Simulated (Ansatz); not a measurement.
TaN:

```xyz
6
Lattice="5.1850 0.0000 0.0000 -2.5925 4.4903 0.0000 0.0000 0.0000 2.9080" Properties=species:S:1:pos:R:3 pbc="T T T"
Ta    0.0000    0.0000    0.0000
Ta    0.0000    2.9936    1.4540
Ta    2.5925    1.4968    1.4540
N     2.5925    0.0000    0.0000
N     1.2963    2.2452    0.0000
N    -1.2963    2.2452    0.0000
```

```yaml
Program: Ansatz 0.2.0
Task: relaxation of cell and atoms
Functional: PBE
Potentials_or_basis: Ansatz PAW
Cutoff: "420 eV (not typed: the program's choice for these potentials)"
k_mesh: 6 × 6 × 9
Occupations: fermi-dirac, width 0.05 eV
Spin: no spin polarisation
```

At the start: volume 11.28 Å³/atom.

Problem. How do energy, volume and symmetry change on relaxing?

Solution. It ends after 8 steps and the volume is 11.66 Å³/atom (+3.4 %); space group P6/mmm (No. 191, to 0.05 Å).

The path:
```csv
step,energy change (eV),largest force (eV/Å),volume (Å³)
1,0.0000,0.0000,67.71
2,-0.0444,0.0000,70.98
3,-0.0620,0.0000,70.00
4,-0.0626,0.0000,69.94
5,-0.0625,0.0000,69.94
6,-0.0702,0.0000,69.94
7,-0.0701,0.0000,69.99
8,-0.0702,0.0000,69.99
```

Final structure:
```
Ta N
1.0
     5.24994    0.00000    0.00000
    -2.62497    4.54658    0.00000
     0.00000    0.00000    2.93207
Ta N
3 3
Direct
  0.00000 0.00000 0.00000
  0.33333 0.66667 0.50000
  0.66667 0.33333 0.50000
  0.50000 0.00000 0.00000
  0.50000 0.50000 0.00000
  0.00000 0.50000 0.00000
```

Caveat: the plane-wave basis is chosen anew once the cell has moved, so the energies of steps on either side of that aren't comparable; the pressure holds a Pulay correction of +0.4 GPa for the finite cutoff.
